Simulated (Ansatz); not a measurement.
**5 guesses for SnTe and where they end**

Level of theory: DFT PBE, scalar-relativistic, plane waves, PAW in Ansatz. Settings: cutoff 420 eV, Γ-centred meshes spaced at most about 0.3 Å⁻¹, and about 0.25 Å⁻¹ or finer for metals (2π included), Gaussian smearing. No spin polarisation in the final relaxations.

Each guess was relaxed in cell and atoms at zero pressure, within the symmetry of its start. All energies are static (0 K, no zero-point motion). Coordination counts Te atoms around Sn (those within 1.25 times the shortest such distance or 1.15 times the sum of covalent radii, 1.27 where that leaves under three; the shortest distance is added where it exceeds 1.18 times the sum of covalent radii).

| guess | made from | start group | V start (Å³/atom) | end group | V end (Å³/atom) | coordination at the end | gap on mesh (eV) | E over the lowest end (meV/atom) |
| --- | --- | --- | --- | --- | --- | --- | --- | --- |
| 1 | a cell as deposited in COD | Fm-3m | 31.4 | Fm-3m (rock salt) | 33.0 | Sn 6 | 0.06 | 1 |
| 2 | CdSe type | P6_3mc | 33.7 | P6_3mc | 41.5 | Sn 5 | 0.64 | 117 |
| 3 | a Materials Project cell | Pm-3m | 29.8 | Pm-3m (caesium chloride) | 29.4 | Sn 8 from 3.4 Å | 0 | 242 |
| 4 | CdTe type | Cmc2_1 | 38.9 | I4mm | 33.1 | Sn 6 | 0.33 | 0 |
| 5 | random cell | Cmmm | 31.2 | ? | ? | ? | ? | ? |

Guess 5 as it starts:

```yaml
crystal:
  lattice:
    - [2.52414, -3.03520, 0.00000]
    - [2.52414, 3.03520, 0.00000]
    - [0.00000, 0.00000, 4.07183]
  atoms:
    - { symbol: Sn, position: [0.50000, 0.50000, 0.00000] }
    - { symbol: Te, position: [0.00000, 0.00000, 0.00000] }
```

Question: Predict the end of this guess and its energy over the lowest end.

Answer: It ends in space group P4/mmm (No. 123), with a = 4.485 Å, c = 3.189 Å, 32.1 Å³/atom and no gap. It lies 171 meV/atom over the lowest end, above guess 2 and below guess 3. Counting Te atoms around Sn, this end has Sn 4 and the lowest (guess 4) has Sn 6.

```xyz
2
Lattice="4.4847 0.0000 0.0000 0.0000 4.4847 0.0000 0.0000 0.0000 3.1893" Properties=species:S:1:pos:R:3 pbc="T T T"
Sn    2.2424    2.2424    0.0000
Te    0.0000    0.0000    0.0000
```

The zero of energy is the elements' standard structures at the same level; no fitted shifts are applied. The references include grey tin.

Question: Is the lowest end bound against the elements?

Answer: Yes: its formation energy is −0.288 eV/atom. Whether it is stable depends on the other phases of the system, which aren't compared here.

For metals, differences of a few meV/atom aren't resolved. These runs have no spin–orbit coupling, which can matter for Te. Kohn–Sham gaps at this level usually fall short of measured ones. The missing spin–orbit coupling can work the other way here. The reference form of Te is held partly by dispersion forces, which this level lacks. Cells relaxed within their symmetry can be saddle points. Some types were kept out of the candidates beforehand, so the set may lack a known form.

The two lowest ends are both six-coordinate and practically degenerate, which fits SnTe's ten valence electrons per formula unit: two more than tetrahedral sp³ bonding can use. The Sn 5s pair stays largely non-bonding, while p orbitals bond along three nearly perpendicular axes. The polar I4mm end probably reflects the soft off-centring of Sn against Te, helped by s–p mixing. SnTe is known to distort rhombohedrally on cooling, a form absent from these ends, so the tetragonal cell shouldn't be taken as the ground state.

Guess 5 is instructive because its atoms sit on a nearly simple cubic net, as in rock salt, but with like atoms stacked along c. Each atom thus trades two Sn–Te contacts for Sn–Sn or Te–Te ones at 3.189 Å. This loss of heteropolar bonding likely explains most of the 171 meV/atom and the closed gap. The caesium chloride end lies highest, since eight longer contacts suit directional p bonding poorly, but its smaller volume would favour it under compression.
